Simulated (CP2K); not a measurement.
Crystal: CdSe.

```
CELL_PARAMETERS angstrom
4.34202 0.00000 0.00000
2.17101 3.76030 0.00000
2.17101 1.25343 3.54524
ATOMIC_POSITIONS crystal
Cd 0.00000 0.00000 0.00000
Se 0.25000 0.25000 0.25000
```

Measurements of this composition are mostly on another form, of space group No. 186.

Base run:

| Item | Value |
| --- | --- |
| Program | CP2K 2026.2 |
| Functional | vdW-DF2 |
| Potentials or basis | POTENTIAL_UZH Cd GTH-PBE-q12, Se GTH-PBE-q6; TZVP-MOLOPT-PBE-GTH basis |
| Density cutoff | 9184 eV |
| k mesh | 8 × 8 × 8 |
| Occupations | fermi-dirac, width 0.05 eV |
| Spin | no spin polarisation |

Its results: band gap on the k mesh 0.52 eV, direct; pressure 5.6 GPa.

The run is repeated on the same cell with these changes: functional from vdW-DF2 to optB88-vdW. What comes out?

Band gap on the k mesh 0.47 eV, direct; pressure 1.7 GPa.

Caveats: the potentials were made for another functional, which shifts forces and pressure; the basis of atomic orbitals isn't converged, which shifts pressures, moduli and gaps.

